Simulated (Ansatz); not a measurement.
## Ionic part of the dielectric constant of BN at 25 GPa, mode by mode

Computed with DFT PBEsol, scalar-relativistic, plane waves, PAW in Ansatz. Plane waves to 420 eV; Γ-centred k mesh 12×12×12; fixed occupations. No spin polarisation. Phonons by linear response, acoustic sum rule imposed.

Symmetry: F-43m, No. 216, cubic system. The conventional cell has a = 3.536 Å, b = 3.536 Å, c = 3.536 Å, α = 90.00°, β = 90.00°, γ = 90.00°. Around B (site symmetry -43m) lie 4 N at 1.53 Å. N (site symmetry -43m) has 4 B at 1.53 Å as nearest neighbours.

The primitive cell has V = 11.06 Å³ and ε∞,xx = 4.578. Each polar mode adds Δε = (4.92064×10⁷/V)·S/ν² along x, with S its oscillator strength in e²/amu, ν in cm⁻¹ and V in Å³.

Q: From these modes, find each Δε and ε0,xx.
```json
{"ν (cm⁻¹)": "1123.9", "S_xx (e²/amu)": "0.5756"}
```

A:
| ν (cm⁻¹) | Δε |
| --- | --- |
| 1123.9 | 2.03 |

The sum is 2.028, so ε0,xx = 6.61; the run's tensor has 6.61.

Q: Where do the longitudinal modes lie for a wave vector along x?

A: At 1350 cm⁻¹. The Lyddane–Sachs–Teller product Π(ν_LO/ν_TO)² = 1.44 matches ε0/ε∞ = 1.44.

Cost: 1 run of about 0.093 core-minutes, on AMD EPYC 9R45 (Zen 5) (shared hosts).

The static dielectric response of compressed cubic BN remains mainly electronic: the lattice adds 2.03 to an ε∞ of 4.578. All of the ionic part comes from the one triply degenerate optical mode of the zinc-blende structure, in which the B and N sublattices move against each other. The electronegativity difference makes this motion strongly polar, but the short, stiff covalent bonds limit the displacement a static field can produce. The light atoms raise the frequency, yet they are not the reason for the modest ionic term, because mass cancels between oscillator strength and squared frequency.

The same polarity lifts the longitudinal mode from 1123.9 to 1350 cm⁻¹, as the macroscopic field adds a restoring force that the electrons only partly screen. Cubic symmetry makes this splitting the same for every direction of small wave vector. The Lyddane–Sachs–Teller agreement shows internal consistency rather than accuracy against experiment, since both sides rest on the same effective charges and electronic screening. A single pressure doesn't show how compression shifts the balance between bond stiffness and effective charge.
